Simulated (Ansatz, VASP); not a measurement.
# CaSe in VASP and in Ansatz

The input INCAR:

```
  PREC = Accurate
  ENCUT = 520
  EDIFF = 1E-7
  ISMEAR = 0
  SIGMA = 0.02
  LREAL = False
  LASPH = True
  NELM = 80
  ALGO = Normal
  ISIF = 2
  LWAVE = False
  LCHARG = True
  GGA = PE
  LELF = True
  LVHAR = True
  NBANDS = 15
```

KPOINTS

```
regular mesh
0
Gamma
  8 8 8
```

The input POSCAR:

```
CaSe
1.0
    0.0000000000      2.9185454131      2.9185454131
    2.9185454131      0.0000000000      2.9185454131
    2.9185454131      2.9185454131      0.0000000000
Ca Se
1 1
Direct
    0.0000000000      0.0000000000      0.0000000000
    0.5000000000      0.5000000000      0.5000000000
```

Input for Ansatz:

```yaml
crystal:
  lattice:
    - [0.0, 2.9185454131, 2.9185454131]
    - [2.9185454131, 0.0, 2.9185454131]
    - [2.9185454131, 2.9185454131, 0.0]
  atoms:
    - { symbol: Ca, position: [0.0, 0.0, 0.0] }
    - { symbol: Se, position: [0.5, 0.5, 0.5] }
basis:
  ecutwfc: 420
kpoints:
  mp_grid: { grid: [8, 8, 8] }
hamiltonian:
  xc: pbe
scf:
  occupations: { method: gaussian, width: 0.02 }
output:
  forces: true
  stress: true
  eigenvalues: true
  write_density: true
  write_potential: true
  elf: true
  volumetric_format: npy
```

Alike in both runs: task single point; functional PBE; k mesh 8 × 8 × 8; occupations gaussian, width 0.02 eV; no spin polarisation.

|  | VASP | Ansatz |
| --- | --- | --- |
| version | VASP 6.6.1 | Ansatz 0.2.0 |
| potentials or method | VASP PAW PBE potentials, release 64 (Ca_sv, Se) | scalar-relativistic, plane waves, PAW |
| plane-wave cutoff (eV) | 520 | 420 |
| valence electrons in the cell | 16 | 26 |

|  | VASP | Ansatz | Ansatz less VASP |
| --- | --- | --- | --- |
| gap on the k mesh at the Fermi level (eV) | 1.92 | 1.93 | +0.011 |
| least direct gap on the mesh (eV) | 2.89 | 2.90 | +0.010 |
| pressure (GPa) | 3.5 | 3.3 | -0.21 |

The two sets of potentials don't hold the same shells in valence.

A k mesh can miss the band edges. Expect the measured gap to be larger: semilocal functionals such as PBE lack the derivative discontinuity.
